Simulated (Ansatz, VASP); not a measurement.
## BeS in VASP and in Ansatz

The input POSCAR:

```
BeS
1.0
    0.0000000000      2.4343062304      2.4343062304
    2.4343062304      0.0000000000      2.4343062304
    2.4343062304      2.4343062304      0.0000000000
Be S
1 1
Direct
    0.0000000000      0.0000000000      0.0000000000
    0.2500000000      0.2500000000      0.2500000000
```

INCAR.step1

```
SYSTEM = BeS
PREC = Accurate
ENCUT = 520
ISMEAR = 0
SIGMA = 0.01
LREAL = .FALSE.
LASPH = .TRUE.
NELM = 60
NBANDS = 11
GGA = PE
ALGO = Normal
EDIFF = 1E-4
LWAVE = .TRUE.
LCHARG = .FALSE.
```

INCAR.step2

```
SYSTEM = BeS
PREC = Accurate
ENCUT = 520
EDIFF = 1E-6
ISMEAR = 0
SIGMA = 0.01
LREAL = .FALSE.
LASPH = .TRUE.
NELM = 60
ALGO = Normal
ISIF = 2
LWAVE = .FALSE.
LCHARG = .TRUE.
METAGGA = R2SCAN
LMIXTAU = .TRUE.
LELF = .TRUE.
LVHAR = .TRUE.
NBANDS = 11
ISTART = 1
```

The input KPOINTS:

```
Automatic mesh
0
G
  8 8 8
  0 0 0
```

Input for Ansatz:

```yaml
crystal:
  lattice:
    - [0.0, 2.4343062304, 2.4343062304]
    - [2.4343062304, 0.0, 2.4343062304]
    - [2.4343062304, 2.4343062304, 0.0]
  atoms:
    - { symbol: Be, position: [0.0, 0.0, 0.0] }
    - { symbol: S, position: [0.25, 0.25, 0.25] }
kpoints:
  mp_grid: { grid: [8, 8, 8] }
hamiltonian:
  xc: r2scan
scf:
  occupations: { method: fixed }
output:
  optics:
    e_range: [0, 16]
    de: 0.05
    sigma: 0.1
    bands: { spectra_wanted_up_to: 16 }
  write_density: true
  write_potential: true
  elf: true
  volumetric_format: npy
```

Alike in both runs: task single point; functional r2SCAN; k mesh 8 × 8 × 8; no spin polarisation.

```csv
,VASP,Ansatz
version,VASP 6.6.1,Ansatz 0.2.0
potentials or method,"VASP PAW PBE potentials, release 64 (Be, S)","plane waves, PAW"
plane-wave cutoff (eV),520,500
occupations,"gaussian, width 0.01 eV",fixed
valence electrons in the cell,8,8
```

|  | VASP | Ansatz | Ansatz less VASP |
| --- | --- | --- | --- |
| gap on the k mesh at the Fermi level (eV) | 3.60 | 3.59 | -0.009 |

 A k mesh can miss the band edges. r2SCAN opens gaps a little over a GGA but as a rule still falls short of measured ones.
